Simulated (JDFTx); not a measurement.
**LiF (Griceite) in JDFTx: convergence with cutoff**

Input of the first run (cutoff 462.594 eV); the others differ in this setting and in those tied to it:

The input LiF.in:

```
lattice \
    0.0000000000     3.8059084150     3.8059084150 \
    3.8059084150     0.0000000000     3.8059084150 \
    3.8059084150     3.8059084150     0.0000000000
coords-type Cartesian
ion F      3.8059084150     3.8059084150     3.8059084150 1
ion Li     0.0000000000     0.0000000000     0.0000000000 1

ion-species pseudo/F.upf
ion-species pseudo/Li.upf
elec-cutoff 17 136
elec-ex-corr gga-PBE
kpoint-folding 11 11 11
elec-smearing Fermi 0.0018374661
elec-n-bands 10
electronic-SCF nIterations 100 energyDiffThreshold 1e-09
electronic-minimize nIterations 30 energyDiffThreshold 1e-7
converge-empty-states yes
forces-output-coords Cartesian

dump-name run.$VAR
dump End Ecomponents EigStats BandEigs Kpoints Forces Stress
```

Potentials or basis: PseudoDojo-SR-PBE-0.5-standard.

Launch:

```bash
$ jdftx -c 1 -i LiF.in -o LiF.out
```

Hardware: 1 thread of Intel(R) Xeon(R) 6975P-C (Granite Rapids) (shared host).

Q: The values tried are 462.594 eV, 571.439 eV, 680.285 eV, 789.13 eV, 925.187 eV, 1034.03 eV, 1142.88 eV, 1306.15 eV, 1551.05 eV, loosest first. From which on does the pressure stay within 0.1 GPa of the tightest run that finished?

A: From 1142.88 eV on.

```csv
cutoff,"energy less the tightest run, at zero smearing (meV/atom)",pressure (GPa),gap on the mesh (eV),SCF cycles,CPU time (s),peak memory (GiB)
462.594 eV,5891.31,-306.77,8.381,9,3.8,0.04
571.439 eV,2117.29,-158.11,9.052,9,6.7,0.05
680.285 eV,644.32,-66.17,9.075,9,10,0.05
789.13 eV,154.77,-21.02,9.124,9,12,0.05
925.187 eV,16.64,-2.07,9.115,9,11,0.07
1034.03 eV,1.50,1.26,9.115,9,13,0.08
1142.88 eV,0.23,1.74,9.115,9,15,0.08
1306.15 eV,0.09,1.74,9.114,9,23,0.09
1551.05 eV,0.00,1.75,9.114,9,33,0.1
```

Against the tightest run, the energy stays within 1 meV/atom from 1142.88 eV on; the gap on the mesh stays within 0.01 eV from 789.13 eV on. The tightest run that finished is the yardstick and may itself not be fully converged.

Caveat, for the tightest run too: the empty levels aren't tightly converged; an odd mesh through Γ misses points on the zone boundary, where band edges often lie.
